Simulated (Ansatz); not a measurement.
A series in volume per atom on LiF

Results calculated with Ansatz 0.2.0, not measured. Density functional stress and forces at fixed atoms, pressure and stress positive in compression, spin-unpolarised plane waves.

Cell of the first row (space group Fm-3m, No. 225):
```
LiF
1.0
      0.0000     1.9151     1.9151
      1.9151     0.0000     1.9151
      1.9151     1.9151     0.0000
Li F
1 1
Direct
  0.00000 0.00000 0.00000
  0.50000 0.50000 0.50000
```

Settings of every row: periodic directions 3; functional PBE; spin orbit no; potentials PAW; wave cutoff 420 eV; k mesh 10x10x10; smearing width 0.02 eV.

```
row  volume per atom (Å³)  pressure (GPa)
  1                 7.024           17.68
  2                 7.245           13.72
  3                 7.358           11.92
  4                 7.472           10.22
  5                  7.71            7.05
  6                 7.941            4.39
  7                 8.179            2.03
  8                 8.425               ?
  9                 8.763           -2.51
 10                 9.309            -5.5
 11                  9.45           -6.13
```

Question: what pressure should row 8 give?

Worked fit of pressure. Take u = (V_r/V)^(2/3) − 1 with V_r = 7.8255 Å³ an atom, which is twice the finite (Eulerian) strain; such expansions in the strain, on which the Birch-Murnaghan equation of state is built, carry the rest volume and the bulk modulus. The shown rows have u = 0.07469, 0.05273, 0.04192, 0.0313, 0.00996, -0.00972, -0.02903, -0.07266, -0.10928, -0.11817. Least squares give pressure = 5.671 + 134.881 × u + 326.77 × u² + 257.5 × u³ GPa; a parabola predicts inner rows, each left out in turn, worse (root mean square 0.046 against 0.008 GPa). The rows lie off it by 0.00, -0.01, 0.00, 0.00, 0.00, 0.00, 0.01, -0.01, 0.00, 0.00. The pressure vanishes at u = -0.0473, or V = 8.415 Å³ an atom, and there the bulk modulus with atoms relaxed is B = −V dP/dV = (2/3)(1 + u) dP/du = 67.2 GPa. The withheld row has u = -0.04802, so the fit gives 5.671 + 134.881 × (-0.04802) + 326.77 × (-0.04802)² + 257.5 × (-0.04802)³ = -0.08 GPa.

The calculation gave -0.08 GPa. The fit meets it to the printed digit.
